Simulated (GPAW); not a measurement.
Consider Ti on a Sc site in ScRu3C.

```cif
data_structure
_symmetry_space_group_name_H-M 'P 1'
_symmetry_Int_Tables_number 1
_cell_length_a 7.0344
_cell_length_b 7.0344
_cell_length_c 7.0344
_cell_angle_alpha 109.471
_cell_angle_beta 109.471
_cell_angle_gamma 109.471
_cell_volume 267.95
loop_
_atom_site_label
_atom_site_type_symbol
_atom_site_fract_x
_atom_site_fract_y
_atom_site_fract_z
_atom_site_occupancy
Ru1 Ru 0.24618 0.00000 0.75382 1
Ru2 Ru 0.24618 0.49236 0.24618 1
Ru3 Ru 0.75382 0.00000 0.24618 1
Ru4 Ru 0.75382 0.50764 0.75382 1
Ru5 Ru 0.24618 0.75382 0.00000 1
Ru6 Ru 0.24618 0.24618 0.49236 1
Ru7 Ru 0.75382 0.75382 0.50764 1
Ru8 Ru 0.75382 0.24618 0.00000 1
Ru9 Ru 0.49236 0.24618 0.24618 1
Ru10 Ru 0.50764 0.75382 0.75382 1
Ru11 Ru 0.00000 0.24618 0.75382 1
Ru12 Ru 0.00000 0.75382 0.24618 1
Ti13 Ti 0.00000 0.00000 0.00000 1
Sc14 Sc 0.00000 0.50000 0.50000 1
Sc15 Sc 0.50000 0.00000 0.50000 1
Sc16 Sc 0.50000 0.50000 0.00000 1
C17 C 0.50000 0.00000 0.00000 1
C18 C 0.50000 0.50000 0.50000 1
C19 C 0.00000 0.00000 0.50000 1
C20 C 0.00000 0.50000 0.00000 1
```

Absorber: atom 13, with 12 Ru at 2.83 Å (cuboctahedral; the defect atom itself). Method: GPAW, PBE, excited-electron core hole (neutral cell), 20-atom cell with 7.0 Å between holes, 3×3×3 k points, dipole transitions, Gaussian full width 0.94 eV up to 4 eV, rising linearly to 3.5 eV at 25 eV.

Q: Predict the near-edge structure at the Ti K edge.

Main maxima up to 27 eV above the zero (height): 2.2 eV (0.70), 6.5 eV (1.79), 10.3 eV (0.73) and 16.3 eV (2.38). A K edge sees empty p states, which here mix into the lowest empty bands, so that weight starts at the zero. The total-energy difference is 4960.55 eV. The tabulated edge of the element is 4966 eV. The functional leaves an error of a few eV in such absolute values.

The Ti K spectrum (energy from the lowest empty level; intensity scaled to a mean of 1 over the first 20 eV):

```
E (eV)  intensity
  -2.0       0.00
  -1.0       0.00
   0.0       0.11
   1.0       0.13
   2.0       0.66
   3.0       0.60
   4.0       0.16
   5.0       0.42
   6.0       1.60
   7.0       1.70
   8.0       1.15
   9.0       0.71
  10.0       0.72
  11.0       0.62
  12.0       0.43
  13.0       0.65
  14.0       1.00
  15.0       1.69
  16.0       2.33
  17.0       2.17
  18.0       1.53
  19.0       1.15
  20.0       1.05
  21.0       1.06
  22.0       1.02
  23.0       0.89
  24.0       0.77
  25.0       0.72
  26.0       0.73
  27.0       0.74
```

The hole lies in one spin channel, while the script sums the empty states of both and takes the lower zero; where the two channels are split, this blurs and shifts the curve. Quadrupole 1s→3d transitions, which feed the pre-edge, are not in the dipole spectrum. The starting moments shrank to 0.00 μB or less, so this is hardly a magnetic state. In so small a cell the defects form an ordered array, and no site is far from one. The mesh is coarse (0.36 Å⁻¹ between points), so small maxima may be mesh ripples.

[Banner, clock and machine lines of the logs are left out without a mark of their own.]

[Logs are printed without paths, hosts, clocks, repeated set-up lines and the standing remarks that a program may print on its own settings, such as how far it seeks lower states.]

[Hosts, paths, dates, database ids (printed as entryN), source tags and the programs' standing remarks are cut or masked in the printed files.]

[Lists of maxima count a maximum above −3 eV only where it reaches 4 % of the highest in the window and stands out from its surroundings by 2 % of it (1.5 % where it reaches 55 %); shoulders and weaker maxima are passed over, and of the rest the first, up to two pre-edge ones and the few strongest are named.]
